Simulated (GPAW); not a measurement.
# FeO: single point with PBE

FeO:

```
CELL_PARAMETERS angstrom
1.51768 0.87623 2.51579
-1.51768 0.87623 2.51579
0.00000 -1.75247 2.51579
ATOMIC_POSITIONS crystal
Fe 0.00000 0.00000 0.00000
O 0.50000 0.50000 0.50000
```

| Property | Result |
| --- | --- |
| Program | GPAW 26.7.0 |
| Task | single point |
| Functional | PBE |
| Potentials or basis | GPAW PAW data sets (gpaw-data 1.2.1) |
| Cutoff | 800 eV |
| Basis | pw |
| k mesh | 8 × 8 × 8 |
| Occupations | gaussian, width 0.05 eV |
| Spin | collinear spin, ferromagnetic start |
| Starting moments | [3.0, 0.0] μB |
| Maxiter | 150 |

| Item | Value |
| --- | --- |
| Pressure | 0.4 GPa |
| Band gap on the k mesh | none (metal or under the smearing width) |
| Net moment | 4.00 μB per cell |
| Site moments | Fe +3.55; O +0.24 μB |

Stress tensor (GPa, compression positive):
```
 0.63  0.00  0.00
 0.00  0.63  0.00
 0.00  0.00 -0.11
```

Levels at points of the mesh, in eV from the Fermi level:
Spin up:
```
           k point  band 5  band 6  band 7  band 8  band 9  band 10  band 11  band 12  band 13
(0.00, 0.00, 0.00)   -3.90   -3.88   -3.88   -3.70   -3.70    -0.09    15.24    16.60    16.99
(0.50, 0.00, 0.00)   -3.10   -3.05   -2.51   -0.39   -0.36     3.87     8.35    12.17    12.37
(0.50, 0.50, 0.00)   -4.83   -3.31   -2.82   -2.80   -2.80     5.09     8.56    10.67    14.38
(0.50, 0.50, 0.50)   -3.10   -3.10   -2.56   -0.40   -0.40     3.99     8.13    12.55    12.55
```
Spin down:
| k point | band 3 | band 4 | band 5 | band 6 | band 7 | band 8 |
| --- | --- | --- | --- | --- | --- | --- |
| (0.00, 0.00, 0.00) | -3.36 | -3.36 | -0.82 | -0.73 | -0.73 | 0.19 |
| (0.50, 0.00, 0.00) | -5.32 | -5.23 | 0.36 | 0.43 | 0.61 | 2.78 |
| (0.50, 0.50, 0.00) | -4.63 | -4.53 | -2.16 | 0.73 | 0.75 | 0.76 |
| (0.50, 0.50, 0.50) | -5.19 | -5.19 | 0.37 | 0.37 | 0.55 | 2.76 |

It took 75 s on 1 thread of Intel(R) Xeon(R) Processor @ 2.50GHz (Skylake/Cascade Lake) (shared host), peak memory 0.19 GiB.

Caveat: a cell with one magnetic atom can't hold antiferromagnetic order, which such compounds often take; semilocal functionals often make such compounds metallic where correlation or magnetic order opens a gap, which also shifts bond lengths. With open d or f shells a metallic result of PBE can be an artefact of self-interaction; +U or a hybrid may open a gap.
